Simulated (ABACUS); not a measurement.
Crystal: ZrC.

```
Zr C
1.0
     0.00000    2.36500    2.36500
     2.36500    0.00000    2.36500
     2.36500    2.36500    0.00000
Zr C
1 1
Cartesian
  2.3650 2.3650 2.3650
  0.0000 0.0000 0.0000
```

Base run:

| Quantity | Value |
| --- | --- |
| Program | ABACUS 3.10.1 |
| Functional | PBE |
| Potentials or basis | PseudoDojo NC SR 0.4.1 PBE standard |
| Cutoff | 1116 eV |
| Density cutoff | 4463 eV |
| Basis | plane waves |
| k mesh | 10 × 10 × 10 |
| Occupations | fermi-dirac, width 0.05 eV |
| Spin | no spin polarisation |

Its results: band gap on the k mesh none (metal or under the smearing width); pressure -2.8 GPa.

The run is repeated on the same cell with these changes: cutoff from 1116 eV to 1361 eV; density cutoff from 4463 eV to 5442 eV; basis from plane waves to DZP LCAO (the cutoffs set its grid). What comes out?

Band gap on the k mesh none (metal or under the smearing width); pressure -2.3 GPa.

Caveats: the atomic orbitals were generated for these runs and aren't a published set (some runs); the basis of atomic orbitals isn't converged, which shifts pressures, moduli and gaps (some runs).

Not every run made on this cell is shown here.
